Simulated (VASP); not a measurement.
# Ge (Fd-3m) in VASP: phonons with PBEsol

Aim: the phonons of Ge with PBEsol.

Everything below comes from runs of VASP 6.6.1. Logs are shortened: lines on timing, memory, paths and dates and some standing lists are left out, and cuts for length are marked.

### 1 Starting point

Symmetry: Fd-3m, No. 227, cubic system. Conventional cell: a = 5.658 Å, b = 5.658 Å, c = 5.658 Å, α = 90.00°, β = 90.00°, γ = 90.00°. Ge (site symmetry -43m) has 4 Ge at 2.45 Å as nearest neighbours.

The cell was built by a generator and needn't be a form met in nature.

### 2 Phonons, PBEsol

POSCAR reads:

```
Ge
1.0
    0.0000000000      2.8290000000      2.8290000000
    2.8290000000      0.0000000000      2.8290000000
    2.8290000000      2.8290000000      0.0000000000
Ge
2
Direct
    0.0000000000      0.0000000000      0.0000000000
    0.2500000000      0.2500000000      0.2500000000
```

INCAR.step1 reads:

```
PREC = Accurate ; ENCUT = 600
EDIFF = 1E-8 ; ISMEAR = -1
SIGMA = 0.03 ; LREAL = False
LASPH = True ; NELM = 100
ALGO = Normal ; ISIF = 2
LWAVE = False ; LCHARG = False
GGA = PS ; NELECT = 27.94294
KPAR = 2 ; IBRION = 2
NSW = 40 ; EDIFFG = -0.002
```

INCAR.step2 reads:

```
PREC = Accurate ; ENCUT = 600
EDIFF = 1E-8 ; ISMEAR = -1
SIGMA = 0.03 ; LREAL = False
LASPH = True ; NELM = 100
ALGO = Normal ; ISIF = 2
LWAVE = False ; LCHARG = False
GGA = PS ; NELECT = 27.94294
KPAR = 2 ; IBRION = 8
NSW = 1
```

KPOINTS reads:

```
regular mesh
0
Gamma
  24 24 24
```

Potentials or basis: VASP PAW PBE potentials, release 64 (Ge_d).

Started as:

```console
cat potpaw_PBE.64/Ge_d/POTCAR > POTCAR
cp INCAR.step1 INCAR
mpirun -np 2 vasp_std > vasp.out
cp CONTCAR POSCAR
cp INCAR.step2 INCAR
mpirun -np 2 vasp_std > vasp.out
```

OUTCAR:

```text
PREC = Accurate
   ENCUT = 600
   EDIFF = 1E-8
   ISMEAR = -1
   LREAL = False
   LASPH = True
   NELM = 100
   ISIF = 2
   GGA = PS
   NELECT = 27.94294
   IBRION = 8
   NSW = 1

 ion  position               nearest neighbor table
   1  0.000  0.000  0.000-   2 2.45   2 2.45   2 2.45   2 2.45
   2  0.250  0.250  0.250-   1 2.45   1 2.45   1 2.45   1 2.45

  LATTYP: Found a face centered cubic cell.
 ALAT       =     5.6580000000

  Lattice vectors:

 A1 = (   0.0000000000,   2.8290000000,   2.8290000000)
 A2 = (   2.8290000000,   0.0000000000,   2.8290000000)
 A3 = (   2.8290000000,   2.8290000000,   0.0000000000)

Analysis of symmetry for initial positions (statically):
=====================================================================
 Subroutine PRICEL returns:
 Original cell was already a primitive cell.

 Routine SETGRP: Setting up the symmetry group for a
 face centered cubic supercell.

 Subroutine GETGRP returns: Found 48 space group operations
 (whereof 24 operations were pure point group operations)
 out of a pool of 48 trial point group operations.

The static configuration has the point symmetry T_d .
 The point group associated with its full space group is O_h .

Analysis of symmetry for dynamics (positions and initial velocities):
=====================================================================
 Subroutine PRICEL returns:
 Original cell was already a primitive cell.

 Routine SETGRP: Setting up the symmetry group for a
 face centered cubic supercell.

 Subroutine GETGRP returns: Found 48 space group operations
 (whereof 24 operations were pure point group operations)
 out of a pool of 48 trial point group operations.

The dynamic configuration has the point symmetry T_d .
 The point group associated with its full space group is O_h .

 Subroutine INISYM returns: Found 48 space group operations
 (whereof 24 operations are pure point group operations),
 and found     1 'primitive' translations

----------------------------------------------------------------------------------------
[... 662 lines left out ...]
  Total       -0.3700346     -0.3700346     -0.3700346      0.0000000      0.0000000     -0.0000000
  in kB      -13.0925451    -13.0925451    -13.0925451      0.0000000      0.0000000     -0.0000000
  external PRESSURE =     -13.0925451 kB  Pullay stress =       0.0000000 kB

 VOLUME and BASIS-vectors are now :
 -----------------------------------------------------------------------------
  energy-cutoff  :      600.00
  volume of cell :       45.28
      direct lattice vectors                 reciprocal lattice vectors
     0.000000000  2.829000000  2.829000000    -0.176740898  0.176740898  0.176740898
     2.829000000  0.000000000  2.829000000     0.176740898 -0.176740898  0.176740898
     2.829000000  2.829000000  0.000000000     0.176740898  0.176740898 -0.176740898

 POSITION                                       TOTAL-FORCE (eV/Angst)
 -----------------------------------------------------------------------------------
      0.00000      0.00000      0.00000         0.000000      0.000000      0.000000
      1.41450      1.41450      1.41450        -0.000000     -0.000000     -0.000000
 -----------------------------------------------------------------------------------
    total drift:                               -0.000000      0.000000      0.000000

  FREE ENERGIE OF THE ION-ELECTRON SYSTEM (eV)
  ---------------------------------------------------
  free  energy   TOTEN  =       -10.1355389594 eV

  energy  without entropy=      -10.1349207014  energy(sigma->0) =      -10.13522983

[... ionic steps 2 to 3 ...]

--------------------------------------- Ionic step        4  -------------------------------------------

 Free energy of the ion-electron system (eV)
  ---------------------------------------------------
  ---------------------------------------------------
  free energy    TOTEN  =        -0.19401060 eV

  energy without entropy =       -0.19401060

------------------------ aborting loop because EDIFF is reached ----------------------------------------

 INTERNAL STRAIN TENSOR  FOR ION    1  DIRECTION 1   (eV/Angst):
 -----------------------------------------------------------------------------
    -0.00244 -0.00000  0.00000
     0.00000  0.00177  8.64600
    -0.00000  8.64600  0.00177

 INTERNAL STRAIN TENSOR FOR ION    2 for displacements in x,y,z  (eV/Angst):
          X           Y           Z          XY          YZ          ZX
  --------------------------------------------------------------------------------
  x    -0.00000    -0.00000    -0.00000     0.00000    -8.64600     0.00000
  y    -0.00000     0.00000    -0.00000    -0.00000     0.00000    -8.64600
  z    -0.00000    -0.00000    -0.00000    -8.64600     0.00000     0.00000

 SECOND DERIVATIVES (NOT SYMMETRIZED)
 ------------------------------------
               1X          1Y          1Z          2X          2Y          2Z
  1X    -9.756229    0.000000    0.000000    9.756229    0.000000    0.000000
  1Y     0.000000   -9.756229    0.000000    0.000000    9.756229    0.000000
  1Z     0.000000    0.000000   -9.756229    0.000000    0.000000    9.756229
  2X     9.756229    0.000000    0.000000   -9.756229    0.000000    0.000000
  2Y     0.000000    9.756229    0.000000    0.000000   -9.756229    0.000000
  2Z     0.000000    0.000000    9.756229    0.000000    0.000000   -9.756229

 Eigenvectors and eigenvalues of the dynamical matrix
 ----------------------------------------------------

   1 f  =    8.104169 THz    50.919997 2PiTHz  270.325986 cm-1    33.516136 meV
             X         Y         Z           dx          dy          dz
      0.000000  0.000000  0.000000     0.000000   -0.707107    0.000000
      1.414500  1.414500  1.414500     0.000000    0.707107    0.000000
[... 21 lines left out ...]
   6 f  =    0.000000 THz     0.000000 2PiTHz    0.000000 cm-1     0.000000 meV
             X         Y         Z           dx          dy          dz
      0.000000  0.000000  0.000000     0.000000    0.000000    0.707107
      1.414500  1.414500  1.414500     0.000000    0.000000    0.707107

--------------------------------------------------------------------------------------------------------

 ELASTIC MODULI CONTR FROM IONIC RELAXATION (kBar)
 Direction    XX          YY          ZZ          XY          YZ          ZX
 --------------------------------------------------------------------------------
 XX          -0.0000     -0.0000     -0.0000     -0.0000     -0.0000     -0.0000
 YY          -0.0000     -0.0000     -0.0000     -0.0000     -0.0000      0.0000
 ZZ          -0.0000     -0.0000     -0.0000     -0.0000     -0.0000     -0.0000
 XY          -0.0000     -0.0000     -0.0000   -271.1005      0.0000      0.0000
 YZ          -0.0000     -0.0000     -0.0000      0.0000   -271.1005      0.0000
 ZX          -0.0000      0.0000     -0.0000      0.0000      0.0000   -271.1005
 --------------------------------------------------------------------------------
```

It took 17 min on 2 MPI ranks of Intel Xeon Platinum 8488C (Sapphire Rapids), shared host; peak memory 3.2 GiB.

What came out:

```
Highest phonon frequency at Γ : 270 cm⁻¹
```

Phonon frequencies in cm⁻¹ (negative: imaginary):
```tsv
q point	frequencies
(0.000, 0.000, 0.000)	0 0 0 270 270 270
```

Caveat: the cell is charged against a uniform background, so pressure and absolute levels hang on convention; the PAW data sets were made with another functional, which shifts forces and pressure a little.
